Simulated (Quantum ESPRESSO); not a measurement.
Wanted: the native input for a Quantum ESPRESSO 7.5 run.

* Task: relaxation of the atoms
* Functional: RPBE
* Dispersion: D3(BJ)
* Potentials or basis: Ansatz NC SR PBE
* Cutoff: 490 eV
* Density cutoff: 1959 eV
* k mesh: 8 × 8 × 1
* Occupations: methfessel-paxton, width 0.136 eV
* Spin: no spin polarisation
* Boundary across the vacuum: esm
* Fixed atoms: 1 × 2 × 3
* Most ionic steps: 30
* Forc conv thr: 0.001 Ry/bohr
* Etot conv thr: 0.0001 Ry
* Upscale: 10
* Ion dynamics: bfgs
* Assume isolated: esm
* Esm bc: bc1
* Mixing mode: local-TF
* Mixing beta: 0.3
* Most SCF iterations: 150
* SCF threshold: 1.2e-07 Ry

Slab: Si, a slab with vacuum.

```xyz
6
Lattice="3.8313 0.0000 0.0000 -1.9157 3.3180 0.0000 0.0000 0.0000 22.1307" Properties=species:S:1:pos:R:3 pbc="T T T"
Si    1.9157    1.1060   -3.5653
Si    0.0000    2.2120   -2.7673
Si    0.0000    2.2120   -0.3990
Si    1.9157    1.1060    0.3990
Si    1.9157    1.1060    2.7673
Si    0.0000    2.2120    3.5653
```

The slab is cut from a database's or a generator's crystal, which needn't be the stable form of the element.

The input as run:

pw.in

```
&CONTROL
  calculation = 'relax'
  prefix = 'pwscf'
  outdir = './tmp'
  pseudo_dir = './pseudo'
  tprnfor = .true.
  disk_io = 'low'
  nstep = 30
  forc_conv_thr = 0.001
  etot_conv_thr = 0.0001
  max_seconds = 881
/
&SYSTEM
  ibrav = 0
  celldm(1) = 8
  nat = 6
  ntyp = 2
  ecutwfc = 36
  nbnd = 19
  input_dft = 'rpbe'
  occupations = 'smearing'
  smearing = 'mp'
  degauss = 0.00999582
  vdw_corr = 'grimme-d3'
  dftd3_version = 4
  assume_isolated = 'esm'
  esm_bc = 'bc1'
/
&ELECTRONS
  conv_thr = 1.2d-07
  electron_maxstep = 150
  mixing_beta = 0.3
  mixing_mode = 'local-TF'
/
&IONS
  upscale = 10
  ion_dynamics = 'bfgs'
/
ATOMIC_SPECIES
Si    28.0850 Si.upf
Si9   28.0850 Si.upf
CELL_PARAMETERS alat
  0.9050175871052   0.0000000000000   0.0000000000000
 -0.4525087935408   0.7837682213152   0.0000000000000
  0.0000000000000   0.0000000000000   5.2276090683865
ATOMIC_POSITIONS crystal
Si9    0.6666666700    0.3333333400   -0.1611035334  0 0 0
Si9    0.3333333300    0.6666666600   -0.1250435626  0 0 0
Si9    0.3333333300    0.6666666600   -0.0180299854  0 0 0
Si     0.6666666700    0.3333333400    0.0180299854
Si     0.6666666700    0.3333333400    0.1250435626
Si     0.3333333300    0.6666666600    0.1611035334
K_POINTS automatic
8 8 1 0 0 0
```

pp_density.in

```
&INPUTPP
  prefix = 'pwscf'
  outdir = './tmp'
  filplot = 'density.dat'
  plot_num = 0
/
&PLOT
  nfile = 1
  filepp(1) = 'density.dat'
  iflag = 3
  output_format = 6
  fileout = 'density.cube'
/
```

pp_potential.in

```
&INPUTPP
  prefix = 'pwscf'
  outdir = './tmp'
  filplot = 'potential.dat'
  plot_num = 11
/
&PLOT
  nfile = 1
  filepp(1) = 'potential.dat'
  iflag = 3
  output_format = 6
  fileout = 'potential.cube'
/
```

pp_elf.in

```
&INPUTPP
  prefix = 'pwscf'
  outdir = './tmp'
  filplot = 'elf.dat'
  plot_num = 8
/
&PLOT
  nfile = 1
  filepp(1) = 'elf.dat'
  iflag = 3
  output_format = 6
  fileout = 'elf.cube'
/
```

Potentials or basis: Ansatz NC SR PBE.

The run is started by

```sh
$ OMP_NUM_THREADS=1 mpirun -n 2 pw.x -nk 2 -in pw.in > pw.out
$ OMP_NUM_THREADS=1 mpirun -n 1 pp.x -in pp_density.in > pp_density.out
$ OMP_NUM_THREADS=1 mpirun -n 1 pp.x -in pp_potential.in > pp_potential.out
$ OMP_NUM_THREADS=1 mpirun -n 1 pp.x -in pp_elf.in > pp_elf.out
```

Results of the run:

```json
{
 "Energy gained by relaxing": "28.7 meV/atom",
 "Ionic steps": "14",
 "Band gap on the k mesh": "0.15 eV, indirect (least direct gap 0.16 eV)",
 "Ionisation potential of the upper face": "4.48 eV",
 "Electron affinity of the upper face": "4.33 eV"
}
```

Caveat: ionisation potential and electron affinity come from Kohn-Sham levels, which understate the gap; this smearing can shift energies of a crystal with a gap.

Wall time 5.2 min on 2 MPI ranks on Arm Neoverse V2, on a shared host, peak memory 0.28 GiB a rank.
